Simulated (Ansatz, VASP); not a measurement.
**W6C: VASP beside Ansatz**

```
W C
1.0
    -3.18006    3.18006    3.18006
     3.18006   -3.18006    3.18006
     3.18006    3.18006   -3.18006
W C
6 1
Cartesian
  0.0000 0.0000 4.3780
  0.0000 0.0000 1.9821
  1.9821 0.0000 0.0000
  4.3780 0.0000 0.0000
  0.0000 4.3780 0.0000
  0.0000 1.9821 0.0000
  0.0000 0.0000 0.0000
```

Change from the starting cell: species swapped into the SF6 type (Im-3m, No. 229).

Alike in both runs: task relaxation of cell and atoms; functional PBE; k mesh 8 × 8 × 8; occupations gaussian, width 0.1 eV; no spin polarisation.

|  | VASP | Ansatz |
| --- | --- | --- |
| version | VASP 6.6.1 | Ansatz 0.2.0 |
| potentials or method | VASP PAW PBE potentials, release 64 (W_sv, C) | scalar-relativistic, plane waves, PAW |
| plane-wave cutoff (eV) | 600 | 420 |
| valence electrons in the cell | 88 | 88 |

Ansatz gave:

| Item | Value |
| --- | --- |
| gap on the k mesh at the Fermi level, each at its own relaxed structure (eV) | none |
| relaxed volume (Å³/atom) | 18.36 |
| relaxed cell length with the largest relative difference (Å) | 5.506 |

Q: Which values does VASP return?

A: gap on the k mesh at the Fermi level, each at its own relaxed structure (eV): none; relaxed volume (Å³/atom): 18.46; relaxed cell length with the largest relative difference (Å): 5.516.

A gap of «none» marks a metal or a gap that the smearing closes.

The runs have no spin-orbit coupling, so splittings on W are missing.
